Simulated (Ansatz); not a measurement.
A run of Ansatz 0.2.0 is set up as follows.

input.yaml

```yaml
crystal:
  lattice:
    - [-1.9111067713, 1.9111067713, 4.2806687947]
    - [1.9111067713, -1.9111067713, 4.2806687947]
    - [1.9111067713, 1.9111067713, -4.2806687947]
  atoms:
    - { symbol: Ti, position: [0.0, 0.0, 0.0] }
    - { symbol: Al, position: [0.25, 0.75, 0.5] }
    - { symbol: Al, position: [0.75, 0.25, 0.5] }
    - { symbol: Al, position: [0.5, 0.5, 0.0] }
hamiltonian:
  xc: pbe
  pseudopotentials: { kind: nc }
kpoints:
  mp_grid: { grid: [10, 10, 10] }
scf:
  occupations: { method: fermi_dirac, width: 0.05 }
output:
  forces: true
  stress: true
  eigenvalues: true
```

Potentials or basis: Ansatz NC.

Command:

```bash
$ ansatz run input.yaml --threads 2 --pin off --max-ram 5632MiB --backend cpu --events-out ev --progress --plain --runs-dir out
```

Problem. Predict the pressure.

Solution. 2.1 GPa.

Problem. What does it give for the band gap on the k mesh?

Solution. None (metal or under the smearing width).

Stress tensor (GPa, compression positive):
```
2.09 0.00 0.00
0.00 2.09 0.00
0.00 0.00 1.97
```
